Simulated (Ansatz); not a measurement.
**Sr under changes of volume**

One of the cells (56.319 Å³/atom); the others are scaled copies at fixed shape and fractional positions:

```
Sr
1.0
     0.00000    3.04235    3.04235
     3.04235    0.00000    3.04235
     3.04235    3.04235    0.00000
Sr
1
Direct
  0.00000 0.00000 0.00000
```

* Program: Ansatz 0.2.0
* Functional: LDA
* Potentials or basis: all-electron LAPW, scalar-relativistic
* Cutoff: 70 eV (chosen from the basis error)
* Basis error allowed: 0.001 eV/atom
* k mesh: 8 × 8 × 8
* Occupations: fermi-dirac, width 0.05 eV
* Spin: no spin polarisation

```tsv
volume (Å³/atom)	energy over the lowest point (meV/atom)	pressure (GPa)
52.940	0.00	-1.0
54.067	8.37	-1.3
55.193	?	?
56.319	29.08	-1.6
57.446	41.15	-1.8
58.572	54.21	-1.9
59.698	68.14	-2.0
```

What does the run at 55.193 Å³/atom give?

Energy over the lowest point 18.11 meV/atom; pressure -1.4 GPa.

Worked out: A Birch-Murnaghan fit of order 3 (a polynomial in V^(-2/3)) to the other rows has no minimum within the range. It gives 18.11 meV/atom at 55.193 Å³/atom, against the run's 18.11, and -dE/dV = -1.5 GPa, against -1.4.

Energies are extrapolated to zero smearing.

The runs don't all hold the same shells in valence.
